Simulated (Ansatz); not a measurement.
# Ge (bcc type): the cost of one run

Program: Ansatz 0.2.0. Level of theory: DFT, PBE, all-electron LAPW, scalar-relativistic. These are calculated values, not measurements.

This is Ge in the bcc structure; at room conditions it is diamond.

## Step 1: Starting point

The structure is cubic, space group Im-3m (No. 229). The conventional cell has a = 3.397 Å, b = 3.397 Å, c = 3.397 Å, α = 90.00°, β = 90.00°, γ = 90.00°. Ge (site symmetry m-3m) has 8 Ge at 2.94 Å as nearest neighbours.

As a file:

```cif
data_structure
_symmetry_space_group_name_H-M 'Im-3m'
_symmetry_Int_Tables_number 229
_cell_length_a 3.3968
_cell_length_b 3.3968
_cell_length_c 3.3968
_cell_angle_alpha 90.000
_cell_angle_beta 90.000
_cell_angle_gamma 90.000
_cell_volume 39.19
loop_
_atom_site_label
_atom_site_type_symbol
_atom_site_symmetry_multiplicity
_atom_site_Wyckoff_symbol
_atom_site_fract_x
_atom_site_fract_y
_atom_site_fract_z
_atom_site_occupancy
Ge1 Ge 2 a 0.00000 0.00000 0.00000 1
```

The file gives the conventional cell by its symmetry; the runs use the cell typed in the input.

## Step 2: Bcc relaxed under pressure, LAPW

input.yaml reads:

```yaml
crystal:
  lattice:
    - [-1.6983859532, 1.6983859532, 1.6983859532]
    - [1.6983859532, -1.6983859532, 1.6983859532]
    - [1.6983859532, 1.6983859532, -1.6983859532]
  atoms:
    - { symbol: Ge, position: [0.0, 0.0, 0.0] }
kpoints:
  mp_grid: { grid: [16, 16, 16] }
scf:
  occupations: { method: fermi_dirac, width: 0.05 }
hamiltonian:
  xc: pbe
  pseudopotentials: { kind: all_electron, lapw: { basis_error: 0.0005 } }
output:
  forces: true
  stress: true
  eigenvalues: true
relax:
  f_tol: 0.005
  max_steps: 12
  cell: { p_target: -0.68, stress_tol: 0.03 }
```

On the command line:

```
$ ansatz run input.yaml --threads 1 --pin off --max-ram 3584MiB --backend cpu --events-out ev --progress --plain --runs-dir out
```

**Question.** How long does this run take on 1 thread of Arm Neoverse V1, shared host, and how much memory does it need?

About 12 s, with a peak of 0.31 GiB.
